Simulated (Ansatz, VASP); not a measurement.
## Cross-check of InP between VASP and Ansatz

Wanted: the spread between two codes on one cell, functional and k mesh. The cell is taken from a series of VASP runs on this material, whose earlier steps may have relaxed, scaled or displaced it; both programs get it as it stands. Other levels of theory on this material are compared in a session of their own.

Calculated with Ansatz 0.2.0; plane waves, with VASP 6.6.1 beside it; band structure at LDA.

## 1. The starting structure

It takes space group F-43m (No. 216, cubic). The conventional cell has a = 5.861 Å, b = 5.861 Å, c = 5.861 Å, α = 90.00°, β = 90.00°, γ = 90.00°. Nearest to In lie 4 P at 2.54 Å. Nearest to P lie 4 In at 2.54 Å. Farther neighbours are not listed.

## 2. VASP: band structure, LDA

Levels along a path test the potential and the projectors away from the mesh points.

Lines of VASP's logs that name or quote its potential files are left out, and so is its time.

INCAR

```
SYSTEM = InP
PREC = Accurate
ENCUT = 400
EDIFF = 1E-06
NELM = 100
ISMEAR = 0
SIGMA = 0.02
LREAL = .FALSE.
ALGO = Normal
GGA = CA
NBANDS = 21
LORBIT = 11
LWAVE = .FALSE.
LCHARG = .FALSE.
KPAR = 4
ISIF = 2
```

POSCAR

```
InP
1.0
    0.0000000000      2.9305000000      2.9305000000
    2.9305000000      0.0000000000      2.9305000000
    2.9305000000      2.9305000000      0.0000000000
In P
1 1
Direct
    0.0000000000      0.0000000000      0.0000000000
    0.2500000000      0.2500000000      0.2500000000
```

KPOINTS

```
Automatic mesh
0
Gamma
12 12 12
0 0 0
```

KPOINTS_OPT

```
Line mode
24
Line-mode
Reciprocal
  0.00000000   0.00000000   0.00000000 GAMMA
  0.50000000   0.00000000   0.50000000 X

  0.50000000   0.00000000   0.50000000 X
  0.50000000   0.25000000   0.75000000 W

  0.50000000   0.25000000   0.75000000 W
  0.37500000   0.37500000   0.75000000 K

  0.37500000   0.37500000   0.75000000 K
  0.00000000   0.00000000   0.00000000 GAMMA

  0.00000000   0.00000000   0.00000000 GAMMA
  0.50000000   0.50000000   0.50000000 L

  0.50000000   0.50000000   0.50000000 L
  0.62500000   0.25000000   0.62500000 U

  0.62500000   0.25000000   0.62500000 U
  0.50000000   0.25000000   0.75000000 W

  0.50000000   0.25000000   0.75000000 W
  0.50000000   0.50000000   0.50000000 L

  0.50000000   0.50000000   0.50000000 L
  0.37500000   0.37500000   0.75000000 K

  0.62500000   0.25000000   0.62500000 U
  0.50000000   0.00000000   0.50000000 X
```

Potentials, in the order of the species: In_d and P (LDA family, release 64).

The run is started by

```sh
> mpirun -np 4 vasp_std
```

Numbers of over 12 decimals in the logs are rounded to 6 here.

Log:

```text
[banner, memory and clock lines left out]
running    4 mpi-ranks, on    1 nodes
 distrk:  each k-point on    1 cores,    4 groups
 distr:  one band on    1 cores,    1 groups

 POSCAR found type information on POSCAR InP
 POSCAR found :  2 types and       2 ions
 LDA part: xc-table for (Slater(with rela. corr.)+CA(PZ))
 , standard interpolation
 POSCAR, INCAR and KPOINTS ok, starting setup
 FFT: planning ... GRIDC
 FFT: planning ... GRID_SOFT
 FFT: planning ... GRID
 WAVECAR not read
 entering main loop
       N       E                     dE             d eps       ncg     rms          rms(c)
DAV:   1     0.117817990737E+03    0.11782E+03   -0.67142E+03  3225   0.787E+02
DAV:   2     0.469954611996E+00   -0.11735E+03   -0.10916E+03  3336   0.251E+02
DAV:   3    -0.979433844910E+01   -0.10264E+02   -0.10154E+02  3674   0.695E+01
DAV:   4    -0.100922590710E+02   -0.29792E+00   -0.29763E+00  3649   0.115E+01
DAV:   5    -0.101052416106E+02   -0.12983E-01   -0.12981E-01  4381   0.234E+00    0.583E+00
DAV:   6    -0.971961703595E+01    0.38562E+00   -0.38593E-01  4831   0.955E+00    0.336E+00
DAV:   7    -0.967709044981E+01    0.42527E-01   -0.88868E-02  4390   0.214E+00    0.120E+00
DAV:   8    -0.967170434590E+01    0.53861E-02   -0.11079E-02  4111   0.896E-01    0.303E-01
DAV:   9    -0.967161869343E+01    0.85652E-04   -0.72739E-04  4016   0.188E-01    0.166E-01
DAV:  10    -0.967163692910E+01   -0.18236E-04   -0.11773E-04  4539   0.163E-01    0.763E-02
DAV:  11    -0.967163913552E+01   -0.22064E-05   -0.28616E-05  4384   0.660E-02    0.266E-02
DAV:  12    -0.967163768421E+01    0.14513E-05   -0.24781E-06  3721   0.109E-02    0.613E-03
DAV:  13    -0.967163771948E+01   -0.35268E-07   -0.37660E-07  2047   0.350E-03
   1 F= -.96716377E+01 E0= -.96716377E+01  d E =-.394702E-35
 Start KPOINTS_OPT (optional k-point list driver)
k-point batch [1-72\240]
       N       E                     dE             ncg
DAV:   1     0.279242727931E+04   -0.31529E+05     3152
DAV:   2    -0.565746895664E+04   -0.84499E+04     3242
DAV:   3    -0.639567734958E+04   -0.73821E+03     3700
DAV:   4    -0.641673642396E+04   -0.21059E+02     3801
DAV:   5    -0.641763424507E+04   -0.89782E+00     4340
DAV:   6    -0.641764692548E+04   -0.12680E-01     3959
DAV:   7    -0.641764730767E+04   -0.38220E-03     4351
DAV:   8    -0.641764731123E+04   -0.35588E-05     3345
DAV:   9    -0.641764731151E+04   -0.27451E-06     2333
[...]
k-point batch [217-240\240]
       N       E                     dE             ncg
DAV:   1     0.249971792649E+05   -0.12801E+05     1046
DAV:   2     0.222138700532E+05   -0.27833E+04     1046
DAV:   3     0.219775658800E+05   -0.23630E+03     1316
DAV:   4     0.219711581378E+05   -0.64077E+01     1235
DAV:   5     0.219708496319E+05   -0.30851E+00     1485
DAV:   6     0.219708418660E+05   -0.77659E-02     1262
DAV:   7     0.219708417238E+05   -0.14224E-03     1475
DAV:   8     0.219708417215E+05   -0.23189E-05     1072
DAV:   9     0.219708417213E+05   -0.14054E-06      807
```

OUTCAR, selected parts (step 2):

```text
ion  position               nearest neighbor table
   1  0.000  0.000  0.000-   2 2.54   2 2.54   2 2.54   2 2.54
   2  0.250  0.250  0.250-   1 2.54   1 2.54   1 2.54   1 2.54

  LATTYP: Found a face centered cubic cell.
 ALAT       =     5.8610000000

 Subroutine GETGRP returns: Found 24 space group operations
 (whereof 24 operations were pure point group operations)

The static configuration has the point symmetry T_d .

 Found     72 irreducible k-points:

   k-points           NKPTS =     72   k-points in BZ     NKDIM =     72   number of bands    NBANDS=     21

   dimension x,y,z NGX =    28 NGY =   28 NGZ =   28
   dimension x,y,z NGXF=    56 NGYF=   56 NGZF=   56

   ENCUT  =  400.0 eV  29.40 Ry    5.42 a.u.   6.76  6.76  6.76*2*pi/ulx,y,z

   NELECT =      18.0000    total number of electrons

 k-points in reciprocal lattice and weights: Automatic mesh
   0.00000000  0.00000000  0.00000000       0.001
   0.08333333  0.00000000  0.00000000       0.005
   0.16666667  0.00000000  0.00000000       0.005
   0.25000000  0.00000000  0.00000000       0.005
   0.33333333  0.00000000  0.00000000       0.005
   0.41666667  0.00000000  0.00000000       0.005
   0.50000000  0.00000000  0.00000000       0.002
   0.08333333  0.08333333  0.00000000       0.003
   0.16666667  0.08333333  0.00000000       0.014
[...]
-0.33333333  0.50000000  0.16666667       0.007
  -0.25000000  0.50000000  0.25000000       0.003

 average (electrostatic) potential at core
       1 -95.2331       2 -84.0155

 E-fermi :   5.1758

 k-point     1 :       0.0000    0.0000    0.0000
  band No.  band energies     occupation
    ...
      5      -9.0220      2.00000
      6      -6.5374      2.00000
      7       5.0077      2.00000
      8       5.0077      2.00000
      9       5.0077      2.00000
     10       5.5189      0.00000
     11       8.9720      0.00000
     12       8.9720      0.00000
     13       8.9720      0.00000
     14      13.2924      0.00000
    ...

 k-point     2 :       0.0833    0.0000    0.0000
  band No.  band energies     occupation
    ...
      5      -9.0220      2.00000
      6      -6.4568      2.00000
      7       4.0364      2.00000
      8       4.9168      2.00000
      9       4.9168      2.00000
     10       6.2283      0.00000
     11       8.9996      0.00000
     12       9.1078      0.00000
     13       9.1078      0.00000
     14      13.7182      0.00000
    ...

 k-point     3 :       0.1667    0.0000    0.0000
  band No.  band energies     occupation
    ...
      5      -9.0215      2.00000
      6      -6.2215      2.00000
      7       2.7584      2.00000
      8       4.6952      2.00000
      9       4.6952      2.00000
     10       6.6495      0.00000
     11       9.3612      0.00000
     12       9.4177      0.00000
     13       9.4177      0.00000
     14      13.5745      0.00000
    ...

  Total       -0.3719347     -0.3719347     -0.3719347      0.0000000      0.0000000      0.0000000
  in kB      -11.8391931    -11.8391931    -11.8391931      0.0000000      0.0000000      0.0000000
  external PRESSURE =     -11.8391931 kB  Pullay stress =       0.0000000 kB

  energy-cutoff  :      400.00
  volume of cell :       50.33
      direct lattice vectors                 reciprocal lattice vectors
     0.000000000  2.930500000  2.930500000    -0.170619348  0.170619348  0.170619348
     2.930500000  0.000000000  2.930500000     0.170619348 -0.170619348  0.170619348
     2.930500000  2.930500000  0.000000000     0.170619348  0.170619348 -0.170619348

 POSITION                                       TOTAL-FORCE (eV/Angst)
 -----------------------------------------------------------------------------------
      0.00000      0.00000      0.00000        -0.000000     -0.000000     -0.000000
      1.46525      1.46525      1.46525         0.000000      0.000000      0.000000
 -----------------------------------------------------------------------------------
    total drift:                                0.000000      0.000000     -0.000000

  FREE ENERGIE OF THE ION-ELECTRON SYSTEM (eV)
  ---------------------------------------------------
  free  energy   TOTEN  =        -9.6716377195 eV

  energy  without entropy=       -9.6716377195  energy(sigma->0) =       -9.67163772

 total charge
# of ion       s       p       d       tot
------------------------------------------
    1        0.846   0.784   9.896  11.525
    2        1.036   1.482   0.000   2.518
--------------------------------------------------
tot          1.882   2.265   9.896  14.043

[... 3 further parts left out ...]
```

The run ends at a pressure of -1.18 GPa.

## 3. Ansatz: band structure, LDA

Ansatz runs on its default PAW (the set named soft_2) files.

The same cell, functional (in two slightly different forms), mesh and smearing now go to Ansatz, which takes its cutoff from its data sets.

input.yaml

```yaml
crystal:
  lattice:
    - [0.0, 2.9305, 2.9305]
    - [2.9305, 0.0, 2.9305]
    - [2.9305, 2.9305, 0.0]
  atoms:
    - { symbol: In, position: [0.0, 0.0, 0.0] }
    - { symbol: P, position: [0.25, 0.25, 0.25] }
hamiltonian:
  xc: lda
  pseudopotentials: { kind: paw }
kpoints:
  mp_grid: { grid: [12, 12, 12] }
  band_path:
    path:
      - [0.0, 0.0, 0.0]
      - [0.17391, 0.0, 0.17391]
      - [0.34783, 0.0, 0.34783]
      - [0.5, 0.0, 0.5]
      - [0.5, 0.08696, 0.58696]
      - [0.5, 0.18478, 0.68478]
      - [0.49457, 0.25543, 0.75]
      - [0.45109, 0.29891, 0.75]
      - [0.40761, 0.34239, 0.75]
      - [0.34239, 0.34239, 0.68478]
      - [0.21196, 0.21196, 0.42391]
      - [0.08152, 0.08152, 0.16304]
      - [0.04348, 0.04348, 0.04348]
      - [0.23913, 0.23913, 0.23913]
      - [0.41304, 0.41304, 0.41304]
      - [0.5163, 0.46739, 0.5163]
      - [0.55978, 0.38043, 0.55978]
      - [0.6087, 0.28261, 0.6087]
      - [0.60326, 0.25, 0.64674]
      - [0.55978, 0.25, 0.69022]
      - [0.5163, 0.25, 0.7337]
      - [0.5, 0.30435, 0.69565]
      - [0.5, 0.3913, 0.6087]
      - [0.5, 0.47826, 0.52174]
      - [0.47283, 0.47283, 0.55435]
      - [0.42391, 0.42391, 0.65217]
      - [0.38043, 0.38043, 0.73913]
      - [0.59239, 0.18478, 0.59239]
      - [0.54891, 0.09783, 0.54891]
      - [0.5, 0.0, 0.5]
    npoints: 1
scf:
  occupations: { method: gaussian, width: 0.02 }
  n_extra_bands: 7
output:
  forces: true
  stress: true
  eigenvalues: true
```

The run is started by

```sh
> ansatz run input.yaml --threads 2 --pin off --max-ram 4608MiB --backend cpu --events-out ev --progress --plain --runs-dir out
```

Log:

```text
scf.n_extra_bands = 7 over 9 filled bands (N_el = 18.0): the run solves 16 bands
Engine: ansatz 0.2.0, aarch64-unknown-linux-gnu
Pseudopotentials: kind: paw
Pseudopotential: In, paw, valence charge 13, recommended cutoff 420 eV (normal), In.paw.azcp
Pseudopotential: P, paw, valence charge 5, recommended cutoff 420 eV (normal), P.paw.azcp
Functional definition: SPW92
  exchange = slater_x
  correlation = pw_c
Crystal: 2 atoms, lattice volume = 50.333 Å³
Basis set: ecut = 420 eV, 941 PW (Γ)
Bands: 16, of which v1, the nominal top of the filled ones, is band 9 counted from 1 (8 counted from 0)
Symmetry: 24 space group operations
Space group: F-43m (ITA 216), of the structure as read, at distance tolerance 3.7e-5 Å
k-points: 72 of 1728 (time reversal used)
Non-local potential: In, projectors of the file, l = 0: 2, l = 1: 2, l = 2: 2, l = 3: 2
Non-local potential: P, projectors of the file, l = 0: 2, l = 1: 2, l = 2: 2
PAW form: soft (Blöchl's): semilocal exchange-correlation on the pseudo side does not see the compensation charge
PAW frozen core: In, regenerated for the run's functional, and the local potential with it (the file was generated under x = pbe(κ = 0.804, μ = 0.219515), c = pbe(β = 0.066725))
PAW frozen core: P, regenerated for the run's functional, and the local potential with it (the file was generated under x = pbe(κ = 0.804, μ = 0.219515), c = pbe(β = 0.066725))
PAW one-centre angular grid: In, 590 points (default); XC on 64 Gauss nodes
PAW one-centre angular grid: P, 110 points (default); XC on 64 Gauss nodes
Initial density: superposition of atomic densities (neutral atoms: chi_scale 0, normalization atom), corrected by the library's trained network
Initial wavefunctions: pseudopotential atomic-orbital guess
Functional: x = slater, c = lda
SCF iter   1: F=—  HF=-6183.563165 eV  |F-HF|=—  |Δ(HF+E_count)|=         —  Δρ=7.97e-3  dr2=3.59e-2  ethr=1.77e-3  ⟨swp⟩=6.6  Hψ=7574  notcnv=0
preconditioner: auto → none  [insulator: Δε(μ)=0.419 eV  Ē_g=16.831 eV  σ=0.020 eV  W_gap=1.00  n_scr=14 (ndim 8)  ℏωp=22.2 eV  f_vac=0.021  D(μ)=0.00/eV (n_scr^D=0)  ε∞_Penn≈2.7]
SCF iter   2: F=—  HF=-6183.550726 eV  |F-HF|=—  |Δ(HF+E_count)|=   1.24e-2  Δρ=3.05e-3  dr2=2.78e-3  ethr=1.99e-4  ⟨swp⟩=2.9  Hψ=2240  notcnv=0  defer=172
SCF iter   3: F=—  HF=-6183.549916 eV  |F-HF|=—  |Δ(HF+E_count)|=   8.10e-4  Δρ=9.18e-4  dr2=4.23e-4  ethr=1.55e-5  ⟨swp⟩=2.3  Hψ=1985  notcnv=0  defer=172
SCF iter   4: F=—  HF=-6183.549812 eV  |F-HF|=—  |Δ(HF+E_count)|=   1.05e-4  Δρ=2.86e-4  dr2=2.35e-5  ethr=2.35e-6  ⟨swp⟩=2.4  Hψ=1436  notcnv=0  defer=172
SCF iter   5: F=—  HF=-6183.549809 eV  |F-HF|=—  |Δ(HF+E_count)|=   2.70e-6  Δρ=2.33e-5  dr2=3.22e-7  ethr=1.30e-7  ⟨swp⟩=2.3  Hψ=1281  notcnv=0  defer=172
SCF iter   6: F=-6183.549809 eV  HF=-6183.549809 eV  |F-HF|=2.47e-8  |Δ(HF+E_count)|=   8.03e-8  Δρ=8.51e-6  dr2=3.15e-8  ethr=5.56e-10  ⟨swp⟩=10.1  Hψ=6515  notcnv=0
SCF 1 converged in 6 iterations: F = -6183.549809 eV  dr2 = 3.15e-8
  greatest PAW one-centre occupation: 0.982 electrons in one spin orbital (limit 2), on the In atom at site 0 (counted from 0), in its partial waves of l = 2
NSCF: frozen V_eff on 30 k-points
SCF converged after 6 iterations
Free energy (F): -6183.549809 eV
Harris-Foulkes:  -6183.549809 eV  (|F-HF|=2.47e-8)
Internal energy: -6183.549809 eV  (E = F + TS)
E sigma→0 (E₀):  -6183.549809 eV
Fermi energy:    6.982584 eV
--- Per-component energies (eV) ---
  E_band       = -56.945635
  E_kinetic    = 314.345996
  E_local      = -1402.792889  (includes V_loc(G=0)·N_el)
  E_nonlocal   = 405.693442
  E_hartree    = 550.162382
  E_xc         = -274.319452
  E_vxc        = -161.526347  (∫ρ·V_xc dr)
  E_paw        = -4556.332920  (= ΣΔE_a)
  E_vpaw       = -312.986227  (= ΣTr[D̂ρ^β])
  E_aug_tail   = 0.000029  (compensation charges beyond the density's cutoff)
  E_ewald      = -1220.708286
  E_core_change = 0.401888  (= ΣΔE_core)
  E_smearing   = -0.000000  (= −TS)
  E_closure    = 0.000000  (closes the sum)
  Σ components = -6183.549809   (vs F -6183.549809, Δ=0.00e0)
--- Forces (eV/Å), atoms counted from 1 ---
  atom   1  In     0.00000000     0.00000000     0.00000000
  atom   2  P     -0.00000000     0.00000000    -0.00000000
  max |Σ_I F_I| component: 7.40e-17 eV/Å
--- Stress (GPa, compression-positive) ---
       -1.193796      -0.000000      -0.000000
       -0.000000      -1.193796       0.000000
        0.000000       0.000000      -1.193796
  P = ⅓ Tr σ = -1.1938 GPa (-11.938 kbar)
--- Band table (eV; the first three rows and the last of 72) ---
  k-point 0: bands = [... 5 lower, -4.8169, 6.7409, 6.7409, 6.7409, 7.2234, 10.6999, 10.6999, 10.6999, ... 3 higher]
  k-point 1: bands = [... 5 lower, -4.7361, 5.7596, 6.6500, 6.6500, 7.9426, 10.7271, 10.8354, 10.8354, ... 3 higher]
  k-point 2: bands = [... 5 lower, -4.5008, 4.4812, 6.4284, 6.4284, 8.3645, 11.0879, 11.1449, 11.1449, ... 3 higher]
  k-point 71: bands = [... 5 lower, -2.3112, 1.0143, 3.7370, 3.7670, 10.9208, 11.0066, 12.1445, 12.7859, ... 3 higher]
```

It took 7.2 s on 2 threads of Arm Neoverse N1, shared host; peak memory 0.35 GiB; 14 s of CPU time.

## 4. Side by side

Known differences besides the potentials themselves: the two LDA forms differ slightly; the cutoff is 420 eV in Ansatz and 400 eV in VASP; VASP's log shows a relativistic correction to its local exchange, Ansatz's none. Total energies have different zeros and are not compared.

Compared:

| quantity | Ansatz | VASP | difference |
| --- | --- | --- | --- |
| pressure (GPa) | -1.19 | -1.18 | -0.01 |
| gap over the path points (eV) | 0.482 | 0.511 | -0.029 |

Levels at points of the path, from each program's valence-band top (eV; 3 filled, then empty):

| k (reciprocal lattice) | Ansatz | VASP |
| --- | --- | --- |
| 0.000 0.000 0.000 | 0.00 0.00 0.00 0.48 3.96 3.96 | 0.00 0.00 0.00 0.51 3.96 3.96 |
| 0.174 0.000 0.174 | -2.34 -0.89 -0.89 2.58 2.90 5.25 | -2.32 -0.89 -0.89 2.60 2.90 5.26 |
| 0.348 0.000 0.348 | -4.73 -2.00 -2.00 1.83 2.63 7.64 | -4.71 -2.00 -2.00 1.83 2.64 7.65 |
| 0.500 0.000 0.500 | -5.87 -2.36 -2.36 1.60 2.12 8.98 | -5.86 -2.36 -2.36 1.60 2.13 8.99 |
| 0.500 0.087 0.587 | -5.84 -2.55 -2.55 2.09 2.56 8.14 | -5.82 -2.55 -2.55 2.08 2.57 8.16 |
| 0.500 0.185 0.685 | -5.75 -2.91 -2.89 3.43 3.73 6.29 | -5.74 -2.91 -2.89 3.42 3.74 6.29 |
| 0.495 0.255 0.750 | -5.73 -3.02 -2.95 4.16 4.27 5.41 | -5.71 -3.02 -2.96 4.16 4.29 5.42 |
| 0.451 0.299 0.750 | -5.72 -3.22 -2.56 3.30 4.31 5.98 | -5.71 -3.22 -2.56 3.31 4.32 5.99 |
| 0.408 0.342 0.750 | -5.73 -3.34 -2.12 2.44 4.28 6.87 | -5.71 -3.34 -2.12 2.45 4.29 6.88 |
| 0.342 0.342 0.685 | -5.63 -3.46 -1.76 2.40 4.88 6.83 | -5.61 -3.46 -1.76 2.41 4.89 6.84 |

Among the levels compared at these points, filled levels agree within 17 meV and empty ones within 29 meV. Ansatz's pressure holds a Pulay correction of 0.04 GPa; VASP's holds none.

## 5. What came out

- difference in gap over the path points (band structure, LDA): -0.029 eV

In words: The difference in gap over the path points is -0.029 eV (band structure, LDA), within the 0.08 eV picked in this series as the mark of a large difference. 7 further runs of this series are not shown here. Such differences can come from data sets, numerical settings and the points named under the comparisons, not from the functional's error against experiment.

[Lines on the potential files, build, host, timing and source positions are cut from VASP's logs without a mark.]

[Logs are printed without paths, hosts, clocks, repeated set-up lines and the standing remarks that a program may print on its own settings, such as how far it seeks lower states.]

[Hosts, paths, dates, database ids (printed as entryN), source tags and the programs' standing remarks are cut or masked in the printed files.]
